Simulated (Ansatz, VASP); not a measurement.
This is a calculation of BiS for VASP 6.6.1.

Contents of INCAR:

```
ALGO = Normal
EDIFF = 1E-6
ENCUT = 520
GGA = PE
ISIF = 2
ISMEAR = 0
LASPH = T
LCHARG = F
LREAL = F
LWAVE = F
NBANDS = 18
NELM = 80
PREC = Accurate
SIGMA = 0.024
```

Contents of KPOINTS:

```
k-points
0
Gamma
  7 7 7
```

Contents of POSCAR:

```
BiS
1.0
    4.0029443400      0.0000000000      0.0000000000
    0.0000000000      4.0029443400      0.0000000000
    0.0000000000      0.0000000000      4.0029443400
Bi S
1 1
Direct
    0.5000000000      0.5000000000      0.5000000000
    0.0000000000      0.0000000000      0.0000000000
```

Potentials or basis: VASP PAW PBE potentials, release 64 (Bi_d, S).

Launch:

```console
$ cat potpaw_PBE.64/Bi_d/POTCAR potpaw_PBE.64/S/POTCAR > POTCAR
$ mpirun -np 1 vasp_std > vasp.out
```

Q: Translate it to Ansatz 0.2.0. Potentials there: Ansatz PAW.

A: As run (the cutoff follows the program's own potentials):

input.yaml

```yaml
crystal:
  lattice:
    - [4.00294434, 0.0, 0.0]
    - [0.0, 4.00294434, 0.0]
    - [0.0, 0.0, 4.00294434]
  atoms:
    - { symbol: Bi, position: [0.5, 0.5, 0.5] }
    - { symbol: S, position: [0.0, 0.0, 0.0] }
hamiltonian:
  xc: pbe
  pseudopotentials: { kind: paw }
kpoints:
  mp_grid: { grid: [7, 7, 7] }
scf:
  occupations: { method: gaussian, width: 0.024 }
output:
  forces: true
  stress: true
  eigenvalues: true
```

Potentials or basis: Ansatz PAW.

Run with:

```sh
$ ansatz run input.yaml --threads 2 --pin off --max-ram 5632MiB --backend cpu --events-out ev --progress --plain --runs-dir out
```

Both were run:

|  | VASP | Ansatz | Ansatz less VASP |
| --- | --- | --- | --- |
| gap on the k mesh at the Fermi level (eV) | none | none | - |
| pressure (GPa) | -11.0 | -10.9 | +0.06 |

A gap of «none» marks a metal or a gap that the smearing closes.

Caveats: spin-orbit coupling is left out, which moves the levels of the heavy elements.
